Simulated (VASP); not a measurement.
# AgCl (Chlorargyrite) (Fm-3m) in VASP: notebook

The runs below take AgCl (Chlorargyrite) through relaxation of cell and atoms, with PBEsol, LDA.

All numbers are computed with VASP 6.6.1; they aren't measurements. Logs are shortened: lines on timing, memory, paths and dates and some standing lists are left out, and cuts for length are marked.

## 1. The crystal as given

Symmetry: Fm-3m, No. 225, cubic system. Conventional cell: a = 5.445 Å, b = 5.445 Å, c = 5.445 Å, α = 90.00°, β = 90.00°, γ = 90.00°. Ag (site symmetry m-3m) is surrounded by 6 Cl at 2.72 Å. Cl (site symmetry m-3m) has 6 Ag at 2.72 Å as nearest neighbours.

## 2. Relaxation of cell and atoms, PBEsol

INCAR

```
ALGO = Normal ; EDIFF = 1E-7
EDIFFG = -0.005 ; ENCUT = 600
GGA = PS ; IBRION = 2
ISIF = 3 ; ISMEAR = 0
LASPH = True ; LCHARG = False
LREAL = False ; LWAVE = False
NELM = 80 ; NSW = 90
PREC = Accurate ; SIGMA = 0.03
```

KPOINTS

```
k-points
0
Gamma
  8 8 8
```

POSCAR

```
AgCl                                    
1.0
    0.0000000000      2.7224909989      2.7224909989
    2.7224909989      0.0000000000      2.7224909989
    2.7224909989      2.7224909989      0.0000000000
  Ag              Cl            
     1     1
Direct
     0.0000000000000000    0.0000000000000000    1.0000000000000000
     0.5000000000000000    0.5000000000000000    0.5000000000000000
```

Potentials or basis: VASP PAW PBE potentials, release 64 (Ag, Cl).

The run is started by

```bash
cat potpaw_PBE.64/Ag/POTCAR potpaw_PBE.64/Cl/POTCAR > POTCAR
mpirun -np 1 vasp_std > vasp.out
```

OUTCAR:

```text
EDIFF = 1E-7
   EDIFFG = -0.005
   ENCUT = 600
   GGA = PS
   IBRION = 2
   ISIF = 3
   ISMEAR = 0
   LASPH = True
   LREAL = False
   NELM = 80
   NSW = 90
   PREC = Accurate

 ion  position               nearest neighbor table
   1  0.000  0.000  0.000-   2 2.72   2 2.72   2 2.72   2 2.72   2 2.72   2 2.72
   2  0.500  0.500  0.500-   1 2.72   1 2.72   1 2.72   1 2.72   1 2.72   1 2.72

  LATTYP: Found a face centered cubic cell.
 ALAT       =     5.4449819978

  Lattice vectors:

 A1 = (   0.0000000000,   2.7224909989,   2.7224909989)
 A2 = (   2.7224909989,   0.0000000000,   2.7224909989)
 A3 = (   2.7224909989,   2.7224909989,   0.0000000000)

Analysis of symmetry for initial positions (statically):
=====================================================================
 Subroutine PRICEL returns:
 Original cell was already a primitive cell.

 Routine SETGRP: Setting up the symmetry group for a
 face centered cubic supercell.

 Subroutine GETGRP returns: Found 48 space group operations
 (whereof 48 operations were pure point group operations)
 out of a pool of 48 trial point group operations.

The static configuration has the point symmetry O_h .

Analysis of symmetry for dynamics (positions and initial velocities):
=====================================================================
 Subroutine PRICEL returns:
 Original cell was already a primitive cell.

 Routine SETGRP: Setting up the symmetry group for a
 face centered cubic supercell.

 Subroutine GETGRP returns: Found 48 space group operations
 (whereof 48 operations were pure point group operations)
 out of a pool of 48 trial point group operations.

The dynamic configuration has the point symmetry O_h .

 Subroutine INISYM returns: Found 48 space group operations
 (whereof 48 operations are pure point group operations),
 and found     1 'primitive' translations

----------------------------------------------------------------------------------------

                                     Primitive cell

  volume of cell :      40.3580

  direct lattice vectors                    reciprocal lattice vectors
     0.000000000  2.722490999  2.722490999    -0.183655336  0.183655336  0.183655336
     2.722490999  0.000000000  2.722490999     0.183655336 -0.183655336  0.183655336
     2.722490999  2.722490999  0.000000000     0.183655336  0.183655336 -0.183655336

  length of vectors
     3.850183694  3.850183694  3.850183694     0.318100374  0.318100374  0.318100374

  position of ions in fractional coordinates (direct lattice)
     0.000000000  0.000000000  0.000000000
     0.500000000  0.500000000  0.500000000

  ion indices of the primitive-cell ions
   primitive index   ion index
                 1           1
                 2           2

----------------------------------------------------------------------------------------

 KPOINTS: k-points

Automatic generation of k-mesh.
 Grid dimensions read from file:
 generate k-points for:    8    8    8

 Generating k-lattice:

  Cartesian coordinates                     Fractional coordinates (reciprocal lattice)
    -0.022956917  0.022956917  0.022956917     0.125000000  0.000000000  0.000000000
     0.022956917 -0.022956917  0.022956917     0.000000000  0.125000000  0.000000000
     0.022956917  0.022956917 -0.022956917     0.000000000  0.000000000  0.125000000

  Length of vectors
     0.039762547  0.039762547  0.039762547

  Shift w.r.t. Gamma in fractional coordinates (k-lattice)
     0.000000000  0.000000000  0.000000000

 Subroutine IBZKPT returns following result:
 ===========================================

 Found     29 irreducible k-points:

 Following reciprocal coordinates:
            Coordinates               Weight
  0.000000  0.000000  0.000000      1.000000
  0.125000  0.000000  0.000000      8.000000
  0.250000  0.000000  0.000000      8.000000
  0.375000  0.000000  0.000000      8.000000
  0.500000  0.000000  0.000000      4.000000
  0.125000  0.125000  0.000000      6.000000
[... 16 lines left out ...]
  0.500000  0.250000  0.125000     48.000000
 -0.375000  0.250000  0.125000     24.000000
 [... further k-points ...]
   k-points           NKPTS =     29   k-points in BZ     NKDIM =     29   number of bands    NBANDS=     13
   number of dos      NEDOS =    301   number of ions     NIONS =      2
   total plane-waves  NPLWV =  32768
   dimension x,y,z NGX =    32 NGY =   32 NGZ =   32
   dimension x,y,z NGXF=    64 NGYF=   64 NGZF=   64
   ions per type =               1   1
   NGX,Y,Z   is equivalent  to a cutoff of  13.82, 13.82, 13.82 a.u.
   NGXF,Y,Z  is equivalent  to a cutoff of  27.63, 27.63, 27.63 a.u.
 SYSTEM =  unknown system
   PREC   = accura    normal or accurate (medium, high low for compatibility)
   ISTART =      0    job   : 0-new  1-cont  2-samecut
   ICHARG =      2    charge: 1-file 2-atom 10-const
   ISPIN  =      1    spin polarized calculation?
   LNONCOLLINEAR =      F non collinear calculations
   LSORBIT =      F    spin-orbit coupling
   LASPH  =      T    aspherical Exc in radial PAW
   ENCUT  =  600.0 eV  44.10 Ry    6.64 a.u.   7.69  7.69  7.69*2*pi/ulx,y,z
   NELM   =     80;   NELMIN=  2; NELMDL= -5     # of ELM steps
   EDIFF  = 0.1E-06   stopping-criterion for ELM
   LREAL  =      F    real-space projection
   EDIFFG = -.5E-02   stopping-criterion for IOM
   NSW    =     90    number of steps for IOM
   IBRION =      2    ionic relax: 0-MD 1-quasi-New 2-CG
   NFREE  =      1    steps in history (QN), initial steepest desc. (CG)
   ISIF   =      3    stress and relaxation
   ISYM   =      2    0-nonsym 1-usesym 2-fastsym
   POTIM  = 0.5000    time-step for ionic-motion
   TEBEG  =    0.0;   TEEND  =   0.0 temperature during run
   PSTRESS=    0.0 pullay stress
   NELECT =      18.0000    total number of electrons
   NUPDOWN=      -1.0000    fix difference up-down
   EMIN   =  10.00;   EMAX   =-10.00  energy-range for DOS
   EFERMI =   0.00;   METHOD = LEGACY
   ISMEAR =     0;   SIGMA  =   0.03  broadening in eV -4-tet -1-fermi 0-gaus
   EFERMI_NEDOS =   21; number of points for ismear=-14 and -15
   IALGO  =     38    algorithm
   IMIX   =      4    mixing-type and parameters
     AMIX     =   0.40;   BMIX     =  1.00
     AMIX_MAG =   1.60;   BMIX_MAG =  1.00
  volume/ion in A,a.u.               =      20.18       136.17
  Fermi-wavevector in a.u.,A,eV,Ry     =   1.250804  2.363677 21.286455  1.564510
  Thomas-Fermi vector in A             =   2.384781
   LORBIT       =      0    0 simple, 1 ext, 2 COOP (PROOUT), +10 PAW based schemes
   GGA     = PS    functional components
   LHFCALC =     F    Hartree Fock is set to
   AEXX    =    0.0000 exact exchange contribution
   IVDW    =     0    specifies the selected vdW correction
   LEPSILON=     F    determine dielectric tensor
   LRPA    =     F    only Hartree local field effects (RPA)
 conjugate gradient relaxation of ions
 non-spin polarized calculation
 Gauss-broadening in eV      SIGMA  =   0.03
  energy-cutoff  :      600.00
  volume of cell :       40.36
 maximum number of plane-waves:      1365
   NGX = 15   NGY = 15   NGZ = 15

 number of electron      17.9999997 magnetization

 Free energy of the ion-electron system (eV)
  ---------------------------------------------------
  ext. energy  EPLUGINS =         0.00000000
  ---------------------------------------------------
  free energy    TOTEN  =        -6.06136139 eV

  energy without entropy =       -6.06136139  energy(sigma->0) =       -6.06136139

 E-fermi :   4.5943     XC(G=0): -10.5071

 val. band max:        4.4358503607   @ k =   0.5000   0.0000   0.0000
 cond. band min:       5.1583536009   @ k =   0.0000   0.0000   0.0000
 fundamental gap:      0.7225032403
 Fermi energy:         4.5942805522

 k-point     1 :       0.0000    0.0000    0.0000
  band No.  band energies     occupation
      1     -11.0925      2.00000
      2       1.7199      2.00000
      3       1.7199      2.00000
      4       1.7199      2.00000
      5       1.7632      2.00000
      6       1.7632      2.00000
      7       1.8705      2.00000
      8       1.8705      2.00000
      9       1.8705      2.00000
     10       5.1584      0.00000
     11      15.1605      0.00000
     12      15.1605      0.00000
     13      15.1605      0.00000

 k-point     2 :       0.1250    0.0000    0.0000
  band No.  band energies     occupation
      1     -11.0211      2.00000
      2       0.9433      2.00000
      3       1.0187      2.00000
      4       1.0187      2.00000
      5       1.7833      2.00000
      6       1.7833      2.00000
      7       2.0448      2.00000
      8       2.6945      2.00000
      9       2.6945      2.00000
     10       5.9243      0.00000
     11      13.7252      0.00000
     12      14.8404      0.00000
     13      14.8404      0.00000

 k-point     3 :       0.2500    0.0000    0.0000
  band No.  band energies     occupation
      1     -10.8402      2.00000
      2      -0.1881      2.00000
      3       0.3956      2.00000
      4       0.3956      2.00000
      5       1.9310      2.00000
      6       1.9310      2.00000
      7       2.2133      2.00000
      8       3.5361      2.00000
      9       3.5361      2.00000
     10       7.2831      0.00000
     11      12.0846      0.00000
     12      13.4897      0.00000
     13      13.4897      0.00000
[... 305 lines left out ...]
 k-point    23 :       0.5000    0.2500    0.1250
  band No.  band energies     occupation
      1     -10.5915      2.00000
      2      -0.8350      2.00000
      3      -0.0130      2.00000
      4       0.2439      2.00000
      5       1.9680      2.00000
      6       2.1602      2.00000
      7       2.4390      2.00000
      8       2.9835      2.00000
      9       4.0028      2.00000
     10       8.9943      0.00000
     11      10.3464      0.00000
     12      12.2178      0.00000
     13      13.1483      0.00000

 k-point    24 :      -0.3750    0.2500    0.1250
  band No.  band energies     occupation
      1     -10.5322      2.00000
      2      -0.9107      2.00000
      3      -0.0811      2.00000
      4      -0.0142      2.00000
      5       2.0751      2.00000
      6       2.1523      2.00000
      7       2.4265      2.00000
      8       3.3380      2.00000
      9       3.8773      2.00000
     10       9.3914      0.00000
     11       9.8610      0.00000
     12      12.4210      0.00000
     13      12.8268      0.00000

 [... further k-points ...]
[... 5 lines left out ...]
  --------------------------------------------------------------------------------------
  -------------------------------------------------------------------------------------
  Total        0.0031400      0.0031400      0.0031400      0.0000000     -0.0000000      0.0000000
  in kB        0.1246558      0.1246558      0.1246558      0.0000000     -0.0000000      0.0000000
  external PRESSURE =       0.1246558 kB  Pullay stress =       0.0000000 kB

 VOLUME and BASIS-vectors are now :
 -----------------------------------------------------------------------------
  energy-cutoff  :      600.00
  volume of cell :       40.36
      direct lattice vectors                 reciprocal lattice vectors
     0.000000000  2.722490999  2.722490999    -0.183655336  0.183655336  0.183655336
     2.722490999  0.000000000  2.722490999     0.183655336 -0.183655336  0.183655336
     2.722490999  2.722490999  0.000000000     0.183655336  0.183655336 -0.183655336

 POSITION                                       TOTAL-FORCE (eV/Angst)
 -----------------------------------------------------------------------------------
      0.00000      0.00000      0.00000         0.000000      0.000000      0.000000
      2.72249      2.72249      2.72249         0.000000     -0.000000      0.000000
 -----------------------------------------------------------------------------------
    total drift:                                0.000000     -0.000000     -0.000000

  FREE ENERGIE OF THE ION-ELECTRON SYSTEM (eV)
  ---------------------------------------------------
  free  energy   TOTEN  =        -6.0613613935 eV

  energy  without entropy=       -6.0613613935  energy(sigma->0) =       -6.06136139

 reached required accuracy - stopping structural energy minimisation
```

It took 12 s on 1 thread of Intel Xeon Platinum 8488C (Sapphire Rapids), shared host; peak memory 0.18 GiB.

What came out:

- Free energy: -6.0614 eV
- Pressure after relaxing: 0.0 GPa
- Band gap on the k mesh: 0.72 eV, indirect (least direct gap 3.23 eV)

Final structure:
```
Ag Cl
1.0
     0.00000    2.72249    2.72249
     2.72249    0.00000    2.72249
     2.72249    2.72249    0.00000
Ag Cl
1 1
Direct
  0.00000 0.00000 0.00000
  0.50000 0.50000 0.50000
```

Levels at points of the mesh, in eV from the valence-band top:
| k point | band 5 | band 6 | band 7 | band 8 | band 9 | band 10 | band 11 | band 12 | band 13 |
| --- | --- | --- | --- | --- | --- | --- | --- | --- | --- |
| (0.00, 0.00, 0.00) | -2.67 | -2.67 | -2.57 | -2.57 | -2.57 | 0.72 | 10.72 | 10.72 | 10.72 |
| (0.50, 0.00, 0.00) | -2.28 | -2.28 | -1.94 | 0.00 | 0.00 | 3.88 | 6.75 | 7.42 | 7.42 |
| (0.50, 0.50, 0.00) | -3.11 | -2.45 | -2.15 | -2.15 | -2.02 | 2.14 | 7.78 | 8.64 | 11.64 |

Caveat: the relaxation stopped at its first step, so nothing moved; the PAW data sets were made with another functional, which shifts forces and pressure a little. A k mesh can miss the band edges.

## 3. Relaxation of cell and atoms, LDA

This run uses another cell than the first one, of 20.46 Å³/atom, 1.014 times its volume.

INCAR

```
ALGO = Normal ; EDIFF = 1E-6
EDIFFG = -0.01 ; ENCUT = 600
GGA = CA ; IBRION = 2
ISIF = 3 ; ISMEAR = 0
LASPH = True ; LCHARG = False
LREAL = False ; LWAVE = False
NELM = 80 ; NSW = 90
PREC = Accurate ; SIGMA = 0.03
```

KPOINTS is that of step 2.

POSCAR

```
AgCl
1.0
    0.0000000000      2.7350000000      2.7350000000
    2.7350000000      0.0000000000      2.7350000000
    2.7350000000      2.7350000000      0.0000000000
Ag Cl
1 1
Direct
    0.0000000000      0.0000000000      0.0000000000
    0.5000000000      0.5000000000      0.5000000000
```

Potentials or basis: VASP PAW LDA potentials, release 64 (Ag, Cl).

The run is started by

```bash
cat potpaw_LDA.64/Ag/POTCAR potpaw_LDA.64/Cl/POTCAR > POTCAR
mpirun -np 1 vasp_std > vasp.out
```

Wall time 16 s (1 thread of AMD EPYC 9R45 (Zen 5), shared host); peak memory 0.14 GiB.

Results (log left out):

```yaml
Free_energy: -6.7935 eV
Relaxed_volume: 19.21 Å³/atom
Relaxed_cell: a = 3.787 Å, b = 3.787 Å, c = 3.787 Å, α = 60.00°, β = 60.00°, γ = 60.00°
Space_group_after_relaxing_to_0.05_Å: Fm-3m (No. 225)
Energy_gained_by_relaxing: 15.6 meV/atom
Ionic_steps: 3
Pressure_after_relaxing: 0.0 GPa
Band_gap_on_the_k_mesh: 0.66 eV, indirect (least direct gap 3.36 eV)
```

Step by step:
```tsv
step	energy change (eV)	largest force (eV/Å)	pressure (GPa)	volume (Å³)
1	0.0000	0.0000	-3.74	40.92
2	-0.0309	0.0000	0.50	38.16
3	-0.0312	0.0000	0.01	38.42
```

Final structure:
```
Ag Cl
1.0
     0.00000    2.67809    2.67809
     2.67809    0.00000    2.67809
     2.67809    2.67809    0.00000
Ag Cl
1 1
Direct
  0.00000 0.00000 0.00000
  0.50000 0.50000 0.50000
```

Levels at points of the mesh, in eV from the valence-band top:
| k point | band 6 | band 7 | band 8 | band 9 | band 10 | band 11 | band 12 | band 13 |
| --- | --- | --- | --- | --- | --- | --- | --- | --- |
| (0.00, 0.00, 0.00) | -2.96 | -2.75 | -2.75 | -2.75 | 0.66 | 10.71 | 10.71 | 10.71 |
| (0.50, 0.00, 0.00) | -2.51 | -2.13 | 0.00 | 0.00 | 3.67 | 6.95 | 7.24 | 7.24 |
| (0.50, 0.50, 0.00) | -2.71 | -2.36 | -2.36 | -2.19 | 1.94 | 7.72 | 8.75 | 11.78 |

## 4. Relaxation of cell and atoms, LDA

This run uses another cell than the first one, of 19.21 Å³/atom, 0.952 times its volume.

Edit INCAR of step 3 so:

```diff
@@ -1,3 +1,3 @@
-ALGO = Normal ; EDIFF = 1E-6
-EDIFFG = -0.01 ; ENCUT = 600
+ALGO = Normal ; EDIFF = 1E-7
+EDIFFG = -0.005 ; ENCUT = 600
 GGA = CA ; IBRION = 2
```

KPOINTS is that of step 3.

POSCAR

```
AgCl                                    
1.0
    0.0000000000      2.6780905363      2.6780905363
    2.6780905363      0.0000000000      2.6780905363
    2.6780905363      2.6780905363      0.0000000000
  Ag              Cl            
     1     1
Direct
     0.0000000000000000    0.0000000000000000    0.0000000000000000
     0.5000000000000000    0.5000000000000000    0.5000000000000000
```

The run is started by

```bash
cat potpaw_LDA.64/Ag/POTCAR potpaw_LDA.64/Cl/POTCAR > POTCAR
mpirun -np 1 vasp_std > vasp.out
```

Wall time 8 s (1 thread of AMD EPYC 9R45 (Zen 5), shared host); peak memory 0.13 GiB.

The run converged. Its results:

```yaml
Free_energy: -6.7929 eV
Pressure_after_relaxing: 0.0 GPa
Band_gap_on_the_k_mesh: 0.65 eV, indirect (least direct gap 3.36 eV)
```

Final structure:
```cif
data_structure
_symmetry_space_group_name_H-M 'P 1'
_symmetry_Int_Tables_number 1
_cell_length_a 3.7874
_cell_length_b 3.7874
_cell_length_c 3.7874
_cell_angle_alpha 60.000
_cell_angle_beta 60.000
_cell_angle_gamma 60.000
_cell_volume 38.42
loop_
_atom_site_label
_atom_site_type_symbol
_atom_site_fract_x
_atom_site_fract_y
_atom_site_fract_z
_atom_site_occupancy
Ag1 Ag 0.00000 0.00000 0.00000 1
Cl1 Cl 0.50000 0.50000 0.50000 1
```

Levels at points of the mesh, in eV from the valence-band top:
| k point | band 7 | band 8 | band 9 | band 10 | band 11 | band 12 |
| --- | --- | --- | --- | --- | --- | --- |
| (0.00, 0.00, 0.00) | -2.75 | -2.75 | -2.75 | 0.65 | 10.71 | 10.71 |
| (0.50, 0.00, 0.00) | -2.13 | 0.00 | 0.00 | 3.67 | 6.95 | 7.24 |
| (0.50, 0.50, 0.00) | -2.36 | -2.36 | -2.19 | 1.94 | 7.71 | 8.75 |

Caveat: the relaxation stopped at its first step, so nothing moved. A k mesh can miss the band edges.
